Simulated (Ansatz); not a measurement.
ZnTe (within 0.1 Å of F-43m, No. 216, 6 atoms in the cell; start mp-571195) was calculated with HSE06 in Ansatz (PAW).

Settings: plane-wave cutoff 460 eV, 6×6×2 k mesh (along the axes of the cell as run), Fermi–Dirac smearing 0.01 eV, scalar-relativistic PAW data made under PBE.

Cell (relaxed at this level):

```xyz
6
Lattice="4.3480 0.0000 0.0000 -2.1740 3.7655 0.0000 0.0000 0.0000 10.6407" Properties=species:S:1:pos:R:3 pbc="T T T"
Zn     1.4493     2.5102     7.3778
Zn     1.4494     0.0000     0.2840
Zn     3.6233     1.2552     3.8309
Te     1.4493     2.5103     4.7170
Te    -0.7247     3.7654     8.2639
Te    -0.7246     1.2552     1.1701
```

Q: Estimate the band gap that the calculation returns.

A: 
band gap: 2.15 eV (on the SCF k mesh)

Spin–orbit coupling is not included; with these elements it can move the gap by several tenths of an eV or more.

Static lattice: no zero-point or thermal effects.

A start named mp-… is a Materials Project structure, which need not be a measured phase.

Ansatz is a quantum-chemistry and plane-wave program.
